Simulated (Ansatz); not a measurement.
Rocksalt YN, relaxed with r2SCAN, was run in the PAW code Ansatz under altered settings. All numbers are computed, without spin polarisation but where a row says otherwise.

```yaml
crystal:
  lattice:
    - [0.00000, 2.44805, 2.44805]
    - [2.44805, 0.00000, 2.44805]
    - [2.44805, 2.44805, 0.00000]
  atoms:
    - { symbol: Y, position: [0.00000, 0.00000, 0.00000] }
    - { symbol: N, position: [0.50000, 0.50000, 0.50000] }
```

The base run's other keys:
```yaml
kpoints:
  mp_grid: { grid: [4, 4, 4] }
hamiltonian:
  xc: hse06
scf:
  occupations: { method: fixed }
  n_extra_bands: 4
```

It takes 15 iterations with 537 plane waves at 420 eV and 8 k points, and leaves a mean stress of -1.02 GPa. The gap over this mesh is 1.084 eV. It ran on 4 threads of Intel(R) Xeon(R) Platinum 8488C (Sapphire Rapids), with other jobs on the host.

Outcomes, with energy and stress as changes against the base:
```csv
setting,outcome,ΔF (meV/atom),Δ mean stress (GPa),gap on the mesh (eV),iterations,wall time
"PBE hybrid, exx coeff 0.5, omega 0.3 1/Å",converged,–,-2.2,1.751,21,2.8 s
"PBE hybrid, exx coeff 0.4, omega 0.1 1/Å",converged,–,-1.7,2.232,19,2.6 s
hamiltonian.xc: lc_wpbe,converged,–,-0.8,5.875,15,3.4 s
"PBE hybrid, exx coeff 0.3, unscreened",converged,–,-0.4,2.128,16,2.3 s
scf.occupations: fermi_dirac 0.2,converged,-1.5,-0.1,1.079,17,2.4 s
```
A dash marks a value that wasn't obtained or can't be compared. Stress is positive in compression. The base took 2.3 s.

- PBE hybrid, exx coeff 0.5, omega 0.3 1/Å. That is 50 % exact exchange, screened with ω = 0.3 1/Å, against HSE06's 25 % screened at 0.208 1/Å. The mean stress moves by -2.2 GPa and the gap on the mesh by +0.668 eV (to 1.751). Totals of different functionals aren't comparable.
- PBE hybrid, exx coeff 0.4, omega 0.1 1/Å. That is 40 % exact exchange, screened with ω = 0.1 1/Å, against HSE06's 25 % screened at 0.208 1/Å. The mean stress moves by -1.7 GPa and the gap on the mesh by +1.148 eV (to 2.232). Totals of different functionals aren't comparable. The program warns that on this mesh the truncation of the exchange isn't bounded, so part of the change can be an error of the mesh.
- hamiltonian.xc: lc_wpbe. The mean stress moves by -0.8 GPa and the gap on the mesh by +4.792 eV (to 5.875). It's another functional on the same cell, so totals aren't comparable.
- PBE hybrid, exx coeff 0.3, unscreened. That is 30 % exact exchange, at all ranges, against HSE06's 25 % screened at 0.208 1/Å. The mean stress moves by -0.4 GPa and the gap on the mesh by +1.044 eV (to 2.128). Totals of different functionals aren't comparable.

The stress of a hybrid is loosely converged in these runs.

The meshes of the hybrids are coarse, so their gaps aren't converged to the digits shown.
